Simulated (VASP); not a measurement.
# F (P4_2/mnm) in VASP: single point with LDA

Aim: the single point of F with LDA.

All numbers are computed with VASP 6.6.1; they aren't measurements. Logs are shortened: lines on timing, memory, paths and dates and some standing lists are left out, and cuts for length are marked.

**1. Starting point**

The structure is tetragonal, space group P4_2/mnm (No. 136). Conventional cell: a = 4.705 Å, b = 4.705 Å, c = 3.134 Å, α = 90.00°, β = 90.00°, γ = 90.00°. F (site symmetry m2m) has 9 F at 2.63 to 2.87 Å as nearest neighbours.

**2. Single point, LDA**

INCAR

```
PREC = Accurate
ENCUT = 520
EDIFF = 1E-7
ISMEAR = 0
SIGMA = 0.2
LREAL = F
LASPH = T
NELM = 100
ALGO = Normal
ISIF = 2
LWAVE = F
LCHARG = F
NBANDS = 22
```

KPOINTS

```
regular mesh
0
Gamma
  4 4 6
```

POSCAR

```
F
1.0
    4.7048000000      0.0000000000      0.0000000000
    0.0000000000      4.7048000000      0.0000000000
    0.0000000000      0.0000000000      3.1338000000
F
4
Direct
    0.3024000000      0.3024000000      0.0000000000
    0.1976000000      0.8024000000      0.5000000000
    0.6976000000      0.6976000000      0.0000000000
    0.8024000000      0.1976000000      0.5000000000
```

Potentials or basis: VASP PAW LDA potentials, release 64 (F).

The run is started by

```
> cat potpaw_LDA.64/F/POTCAR > POTCAR
> mpirun -np 1 vasp_std > vasp.out
```

OUTCAR:

```text
PREC = Accurate
   ENCUT = 520
   EDIFF = 1E-7
   ISMEAR = 0
   LREAL = F
   LASPH = T
   NELM = 100
   ISIF = 2

 ion  position               nearest neighbor table
   1  0.302  0.302  0.000-
   2  0.198  0.802  0.500-
   3  0.698  0.698  0.000-
   4  0.802  0.198  0.500-

  LATTYP: Found a simple tetragonal cell.
 ALAT       =     4.7048000000
 C/A-ratio  =     0.6660856997

  Lattice vectors:

 A1 = (   4.7048000000,   0.0000000000,   0.0000000000)
 A2 = (   0.0000000000,   4.7048000000,   0.0000000000)
 A3 = (   0.0000000000,   0.0000000000,   3.1338000000)

Analysis of symmetry for initial positions (statically):
=====================================================================
 Subroutine PRICEL returns:
 Original cell was already a primitive cell.

 Routine SETGRP: Setting up the symmetry group for a
 simple tetragonal supercell.

 Subroutine GETGRP returns: Found 16 space group operations
 (whereof  8 operations were pure point group operations)
 out of a pool of 16 trial point group operations.

The static configuration has the point symmetry D_2h.
 The point group associated with its full space group is D_4h.

Analysis of symmetry for dynamics (positions and initial velocities):
=====================================================================
 Subroutine PRICEL returns:
 Original cell was already a primitive cell.

 Routine SETGRP: Setting up the symmetry group for a
 simple tetragonal supercell.

 Subroutine GETGRP returns: Found 16 space group operations
 (whereof  8 operations were pure point group operations)
 out of a pool of 16 trial point group operations.

The dynamic configuration has the point symmetry D_2h.
 The point group associated with its full space group is D_4h.

 Subroutine INISYM returns: Found 16 space group operations
 (whereof  8 operations are pure point group operations),
 and found     1 'primitive' translations

----------------------------------------------------------------------------------------

                                     Primitive cell

  volume of cell :      69.3671

  direct lattice vectors                    reciprocal lattice vectors
     4.704800000  0.000000000  0.000000000     0.212548886  0.000000000  0.000000000
     0.000000000  4.704800000  0.000000000     0.000000000  0.212548886  0.000000000
     0.000000000  0.000000000  3.133800000     0.000000000  0.000000000  0.319101410

  length of vectors
     4.704800000  4.704800000  3.133800000     0.212548886  0.212548886  0.319101410

  position of ions in fractional coordinates (direct lattice)
     0.302400000  0.302400000  0.000000000
     0.197600000  0.802400000  0.500000000
     0.697600000  0.697600000  0.000000000
     0.802400000  0.197600000  0.500000000

  ion indices of the primitive-cell ions
   primitive index   ion index
                 1           1
                 2           2
                 3           3
                 4           4

----------------------------------------------------------------------------------------

 KPOINTS: regular mesh

Automatic generation of k-mesh.
 Grid dimensions read from file:
 generate k-points for:    4    4    6

 Generating k-lattice:

  Cartesian coordinates                     Fractional coordinates (reciprocal lattice)
     0.053137222  0.000000000  0.000000000     0.250000000  0.000000000  0.000000000
     0.000000000  0.053137222  0.000000000     0.000000000  0.250000000  0.000000000
     0.000000000  0.000000000  0.053183568     0.000000000  0.000000000  0.166666667

  Length of vectors
     0.053137222  0.053137222  0.053183568

  Shift w.r.t. Gamma in fractional coordinates (k-lattice)
     0.000000000  0.000000000  0.000000000

 Subroutine IBZKPT returns following result:
 ===========================================

 Found     24 irreducible k-points:

 Following reciprocal coordinates:
            Coordinates               Weight
  0.000000  0.000000  0.000000      1.000000
  0.250000  0.000000  0.000000      4.000000
  0.500000  0.000000  0.000000      2.000000
  0.250000  0.250000  0.000000      4.000000
  0.500000  0.250000  0.000000      4.000000
  0.500000  0.500000  0.000000      1.000000
[... 16 lines left out ...]
  0.500000  0.250000  0.500000      4.000000
  0.500000  0.500000  0.500000      1.000000
   k-points           NKPTS =     24   k-points in BZ     NKDIM =     24   number of bands    NBANDS=     22
   number of dos      NEDOS =    301   number of ions     NIONS =      4
   total plane-waves  NPLWV =  31104
   dimension x,y,z NGX =    36 NGY =   36 NGZ =   24
   dimension x,y,z NGXF=    72 NGYF=   72 NGZF=   48
   ions per type =               4
   NGX,Y,Z   is equivalent  to a cutoff of  12.72, 12.72, 12.73 a.u.
   NGXF,Y,Z  is equivalent  to a cutoff of  25.44, 25.44, 25.46 a.u.
 SYSTEM =  unknown system
   PREC   = accura    normal or accurate (medium, high low for compatibility)
   ISTART =      0    job   : 0-new  1-cont  2-samecut
   ICHARG =      2    charge: 1-file 2-atom 10-const
   ISPIN  =      1    spin polarized calculation?
   LNONCOLLINEAR =      F non collinear calculations
   LSORBIT =      F    spin-orbit coupling
   LASPH  =      T    aspherical Exc in radial PAW
   ENCUT  =  520.0 eV  38.22 Ry    6.18 a.u.   8.75  8.75  5.83*2*pi/ulx,y,z
   NELM   =    100;   NELMIN=  2; NELMDL= -5     # of ELM steps
   EDIFF  = 0.1E-06   stopping-criterion for ELM
   LREAL  =      F    real-space projection
   EDIFFG = 0.1E-05   stopping-criterion for IOM
   NSW    =      0    number of steps for IOM
   IBRION =     -1    ionic relax: 0-MD 1-quasi-New 2-CG
   NFREE  =      0    steps in history (QN), initial steepest desc. (CG)
   ISIF   =      2    stress and relaxation
   ISYM   =      2    0-nonsym 1-usesym 2-fastsym
   POTIM  = 0.5000    time-step for ionic-motion
   TEBEG  =    0.0;   TEEND  =   0.0 temperature during run
   PSTRESS=    0.0 pullay stress
   NELECT =      28.0000    total number of electrons
   NUPDOWN=      -1.0000    fix difference up-down
   EMIN   =  10.00;   EMAX   =-10.00  energy-range for DOS
   EFERMI =   0.00;   METHOD = LEGACY
   ISMEAR =     0;   SIGMA  =   0.20  broadening in eV -4-tet -1-fermi 0-gaus
   EFERMI_NEDOS =   21; number of points for ismear=-14 and -15
   IALGO  =     38    algorithm
   IMIX   =      4    mixing-type and parameters
     AMIX     =   0.40;   BMIX     =  1.00
     AMIX_MAG =   1.60;   BMIX_MAG =  1.00
  volume/ion in A,a.u.               =      17.34       117.03
  Fermi-wavevector in a.u.,A,eV,Ry     =   1.209882  2.286345 19.916401  1.463814
  Thomas-Fermi vector in A             =   2.345446
   LORBIT       =      0    0 simple, 1 ext, 2 COOP (PROOUT), +10 PAW based schemes
   GGA     = CA    functional components
   LHFCALC =     F    Hartree Fock is set to
   AEXX    =    0.0000 exact exchange contribution
   IVDW    =     0    specifies the selected vdW correction
   LEPSILON=     F    determine dielectric tensor
   LRPA    =     F    only Hartree local field effects (RPA)
 non-spin polarized calculation
 Gauss-broadening in eV      SIGMA  =   0.20
  energy-cutoff  :      520.00
  volume of cell :       69.37
 maximum number of plane-waves:      1899
 NGX is ok and might be reduce to    36
   NGX = 17   NGY = 17   NGZ = 11

 number of electron      27.9999996 magnetization

 Free energy of the ion-electron system (eV)
  ---------------------------------------------------
  ext. energy  EPLUGINS =         0.00000000
  ---------------------------------------------------
  free energy    TOTEN  =        -3.01282461 eV

  energy without entropy =       -2.60943906  energy(sigma->0) =       -2.81113184

 E-fermi :  -7.3203     XC(G=0):  -8.4000

 val. band max:       -7.3359317097   @ k =   0.2500   0.2500   0.1667
 cond. band min:      -7.3143699856   @ k =   0.0000   0.0000   0.3333
 fundamental gap:      0.0215617241
 Fermi energy:        -7.3203448910

 k-point     1 :       0.0000    0.0000    0.0000
  band No.  band energies     occupation
      1     -26.6249      2.00000
      2     -26.1269      2.00000
      3     -26.1269      2.00000
      4     -26.0154      2.00000
      5      -9.1263      2.00000
      6      -8.7247      2.00000
[... 14 lines left out ...]
     21       9.4334      0.00000
     22      11.3588      0.00000

 k-point     2 :       0.2500    0.0000    0.0000
  band No.  band energies     occupation
      1     -26.5611      2.00000
      2     -26.2203      2.00000
      3     -26.1029      2.00000
      4     -26.0133      2.00000
      5      -9.0119      2.00000
      6      -8.5955      2.00000
[... 14 lines left out ...]
     21      10.8912      0.00000
     22      11.4756      0.00000

 k-point     3 :       0.5000    0.0000    0.0000
  band No.  band energies     occupation
      1     -26.4006      2.00000
      2     -26.4006      2.00000
      3     -26.0506      2.00000
      4     -26.0506      2.00000
      5      -8.7680      2.00000
      6      -8.7680      2.00000
[... 14 lines left out ...]
     21      11.0028      0.00000
     22      11.0028      0.00000

 k-point     4 :       0.2500    0.2500    0.0000
  band No.  band energies     occupation
      1     -26.5030      2.00000
      2     -26.2227      2.00000
      3     -26.1449      2.00000
      4     -26.0317      2.00000
      5      -8.8863      2.00000
      6      -8.5549      2.00000
[... 14 lines left out ...]
     21      11.8973      0.00000
     22      12.1086      0.00000

 k-point     5 :       0.5000    0.2500    0.0000
  band No.  band energies     occupation
      1     -26.3587      2.00000
      2     -26.3587      2.00000
      3     -26.0945      2.00000
      4     -26.0945      2.00000
      5      -8.6623      2.00000
      6      -8.6623      2.00000
[... 417 lines left out ...]
 k-point    22 :       0.2500    0.2500    0.5000
  band No.  band energies     occupation
      1     -26.2342      2.00000
      2     -26.2327      2.00000
      3     -26.0772      2.00000
      4     -26.0756      2.00000
      5      -8.8479      2.00000
      6      -8.6487      2.00000
[... 14 lines left out ...]
     21      10.1095      0.00000
     22      10.2378      0.00000

 k-point    23 :       0.5000    0.2500    0.5000
  band No.  band energies     occupation
      1     -26.2244      2.00000
      2     -26.2244      2.00000
      3     -26.0847      2.00000
      4     -26.0847      2.00000
      5      -8.8801      2.00000
      6      -8.8801      2.00000
[... 14 lines left out ...]
     21      10.4647      0.00000
     22      10.4647      0.00000

 k-point    24 :       0.5000    0.5000    0.5000
  band No.  band energies     occupation
      1     -26.2165      2.00000
      2     -26.2165      2.00000
      3     -26.0905      2.00000
      4     -26.0905      2.00000
      5      -8.9889      2.00000
      6      -8.9889      2.00000
[... 14 lines left out ...]
     21       9.7124      0.00000
     22       9.7124      0.00000

------------------------ aborting loop because EDIFF is reached ----------------------------------------

  FORCE on cell =-STRESS in cart. coord.  units (eV):
  Direction    XX          YY          ZZ          XY          YZ          ZX
  --------------------------------------------------------------------------------------
  -------------------------------------------------------------------------------------
  Total       -4.4714953     -4.4714953     -3.3389602      0.0000000      0.0000000      0.0000000
  in kB     -103.2784595   -103.2784595    -77.1202118      0.0000000      0.0000000      0.0000000
  external PRESSURE =     -94.5590436 kB  Pullay stress =       0.0000000 kB

 VOLUME and BASIS-vectors are now :
 -----------------------------------------------------------------------------
  energy-cutoff  :      520.00
  volume of cell :       69.37
      direct lattice vectors                 reciprocal lattice vectors
     4.704800000  0.000000000  0.000000000     0.212548886  0.000000000  0.000000000
     0.000000000  4.704800000  0.000000000     0.000000000  0.212548886  0.000000000
     0.000000000  0.000000000  3.133800000     0.000000000  0.000000000  0.319101410

 POSITION                                       TOTAL-FORCE (eV/Angst)
 -----------------------------------------------------------------------------------
      1.42273      1.42273      0.00000         0.183467      0.183467      0.000000
      0.92967      3.77513      1.56690        -0.183467      0.183467      0.000000
      3.28207      3.28207      0.00000        -0.183467     -0.183467      0.000000
      3.77513      0.92967      1.56690         0.183467     -0.183467      0.000000
 -----------------------------------------------------------------------------------
    total drift:                                0.000000      0.000000      0.000000

  FREE ENERGIE OF THE ION-ELECTRON SYSTEM (eV)
  ---------------------------------------------------
  free  energy   TOTEN  =        -3.0128246090 eV

  energy  without entropy=       -2.6094390635  energy(sigma->0) =       -2.81113184
```

Run time: 15 s. Hardware: 1 thread of Intel Xeon Platinum 8259CL at 2.50GHz (Skylake/Cascade Lake), shared host; peak memory 0.15 GiB.

What came out:

| Property | Result |
| --- | --- |
| Free energy | -3.0128 eV |
| Pressure | -9.5 GPa |
| Largest force | 0.259 eV/Å |
| Band gap on the k mesh | none (metal or under the smearing width) |

Forces on the atoms (eV/Å):
```
F    0.183  0.183  0.000
F   -0.183  0.183  0.000
F   -0.183 -0.183  0.000
F    0.183 -0.183  0.000
```

Stress tensor (GPa, compression positive):
```
-10.33   0.00   0.00
  0.00 -10.33   0.00
  0.00   0.00  -7.71
```
